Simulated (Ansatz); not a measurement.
# Tl (sc type): how the settings move a single-point run

How sensitive is a single-point run of Tl (sc type) to its settings? A reference run comes first, then one run with altered input.

Computed with Ansatz 0.2.0 (reference: DFT, PBE, all-electron PAW with datasets made for the crystal, scalar-relativistic, unless a step's input says otherwise).

## (1) The system as given

Symmetry: Pm-3m, No. 221, cubic system. The conventional cell has a = 3.252 Å, b = 3.252 Å, c = 3.252 Å, α = 90.00°, β = 90.00°, γ = 90.00°. Tl (site symmetry m-3m) has 6 Tl at 3.25 Å as nearest neighbours.

Coordinates:

```
CELL_PARAMETERS angstrom
3.25160 0.00000 0.00000
0.00000 3.25160 0.00000
0.00000 0.00000 3.25160
ATOMIC_POSITIONS crystal
Tl 0.00000 0.00000 0.00000
```

## (2) Baseline

input.yaml reads:

```yaml
crystal:
  lattice:
    - [3.2516032972, 0.0, 0.0]
    - [0.0, 3.2516032972, 0.0]
    - [0.0, 0.0, 3.2516032972]
  atoms:
    - { symbol: Tl, position: [0.0, 0.0, 0.0] }
kpoints:
  mp_grid: { grid: [12, 12, 12] }
scf:
  occupations: { method: fermi_dirac, width: 0.08 }
hamiltonian:
  xc: pbe
  pseudopotentials: { kind: all_electron, datasets: crystal }
output:
  forces: true
  stress: true
  eigenvalues: true
```

Run with:

```sh
> ansatz run input.yaml --threads 1 --pin off --max-ram 2048MiB --backend cpu --events-out ev --progress --plain --runs-dir out
```

## (3) Variant: dr2_threshold 1.0e-06, mixing.algorithm broyden, mixing.beta 0.9, mixing.ndim 4

input.yaml: that of step 2 with these lines changed.

```diff
@@ -11,2 +11,4 @@
   occupations: { method: fermi_dirac, width: 0.08 }
+  convergence: { dr2_threshold: 1.0e-06 }
+  mixing: { algorithm: broyden, beta: 0.9, ndim: 4 }
 hamiltonian:
```

What does the calculation give? Wanted: for each run, ending; energy change; pressure; gap; force.

**Answer**, as computed:

```csv
run,ending,energy change,pressure (GPa),gap (eV),force (eV/Å),cycles,time
reference,converged,0,0.0,0.00,0.00,7,4.4 s
"1: dr2_threshold 1.0e-06, mixing.algorithm broyden, mixing.beta 0.9, mixing.ndim 4",converged,0.0 meV/atom,0.0,0.00,0.00,7,4.6 s
```

Residual by cycle in the longest SCF loop of each run; runs are numbered as in the table. The quantity is the density residual dr2, in eV.

```csv
cycle,reference,run 1
1,0.0828,0.0828
2,0.0324,0.00933
3,5.3e-4,6.3e-4
4,6.4e-5,1.9e-4
5,5.2e-7,2.7e-5
6,3.2e-8,2.6e-6
7,1.2e-8,2.8e-7
```

**Reading.** Energy and cycle count are those of the reference, so the change (convergence setting and mixing) left the result and the number of cycles as they were.
